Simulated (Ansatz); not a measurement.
Take a crystal in which F has been replaced by Cl on all its sites, with the cell rescaled by a rough guess (in some cases also distorted within its space group) and nothing relaxed:

```
Li Cl
1.0
     2.87413    0.00000    0.00000
     0.00000    2.87413    0.00000
     0.00000    0.00000    2.87413
Li Cl
1 1
Cartesian
  0.0000 0.0000 0.0000
  1.4371 1.4371 1.4371
```

Level of theory: Ansatz 0.2.0, DFT PBE, scalar-relativistic, plane waves, PAW.

Settings: cutoff 420 eV, Γ-centred mesh 8×8×8 on the computed 2-atom cell, Gaussian smearing of 0.02 eV; no spin polarisation.

Question: Will this cell want to expand or contract, and how hard?

Answer: The pressure is 30.2 GPa (positive in compression), so the cell would expand.

Question: Is it a metal on this mesh?

Answer: No: the gap is 3.54 eV, the least direct gap 4.15 eV.

Question: What is its energy against the elements in their standard states?

Answer: -1.187 eV/atom at this unrelaxed geometry, with the elements in the same functional.

This CsCl-type form isn't the usual stable structure of the compound.